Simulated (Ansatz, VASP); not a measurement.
**One calculation of NaH, two programs**

```
Na H
1.0
     0.00000    2.37900    2.50100
     2.37900    0.00000    2.50100
     2.37900    2.37900    0.00000
Na H
1 1
Direct
  0.00000 0.00000 0.00000
  0.50000 0.50000 0.50000
```

Change from the starting cell: strain -0.025 along x and y, +0.025 along z, atoms carried along.

Alike in both runs: task single point; functional PBE; k mesh 8 × 8 × 8; occupations gaussian, width 0.05 eV; no spin polarisation.

|  | VASP | Ansatz |
| --- | --- | --- |
| version | VASP 6.6.1 | Ansatz 0.2.0 |
| potentials or method | VASP PAW PBE potentials, release 64 (Na_pv, H) | scalar-relativistic, plane waves, PAW |
| plane-wave cutoff (eV) | 520 | 420 |
| valence electrons in the cell | 8 | 10 |

Ansatz gave:

```
gap on the k mesh at the Fermi level (eV)       : 3.72
least direct gap on the mesh (eV)               : 4.60
pressure (GPa)                                  : 0.0
largest component of the traceless stress (GPa) : 0.97
```

Problem. Which values does VASP return?

Solution. gap on the k mesh at the Fermi level (eV): 3.72; least direct gap on the mesh (eV): 4.61; pressure (GPa): 0.0; largest component of the traceless stress (GPa): 0.98.

The two sets of potentials don't hold the same shells in valence.

A k mesh can miss the band edges.
